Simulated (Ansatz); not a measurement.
TiO:

```
Ti O
1.0
     2.85161    0.00000    0.00000
    -1.42580    2.46956    0.00000
     0.00000    0.00000    5.56750
Ti O
2 2
Direct
  0.66667 0.33333 0.75000
  0.33333 0.66667 0.25000
  0.00000 0.00000 0.50000
  0.00000 0.00000 0.00000
```

The cell comes from a database or a generator and needn't be the stable form of this composition.

Base run:

```yaml
Program: Ansatz 0.2.0
Functional: PBEsol
Potentials_or_basis: Ansatz PAW
Cutoff: "420 eV (not typed: the program's choice for these potentials)"
k_mesh: 11 × 11 × 5
Occupations: fermi-dirac, width 0.05 eV
Spin: no spin polarisation
Hubbard_terms: Ti d U = 2 eV
```

Its results: band gap on the k mesh none (metal or under the smearing width); pressure -6.9 GPa.

The run is repeated on the same cell with these changes: hubbard terms from Ti d U = 2 eV to none; hubbard projectors from ortho-atomic (the default) to none. What comes out?

Band gap on the k mesh none (metal or under the smearing width); pressure -10.0 GPa.

Caveats: the PAW data sets come from PBE, with cores solved anew for the run's functional, which leaves a small shift of forces and pressure; U without spin polarisation on a metal has little footing (some runs); semilocal functionals often make such compounds metallic where correlation or magnetic order opens a gap, which also shifts bond lengths (some runs).
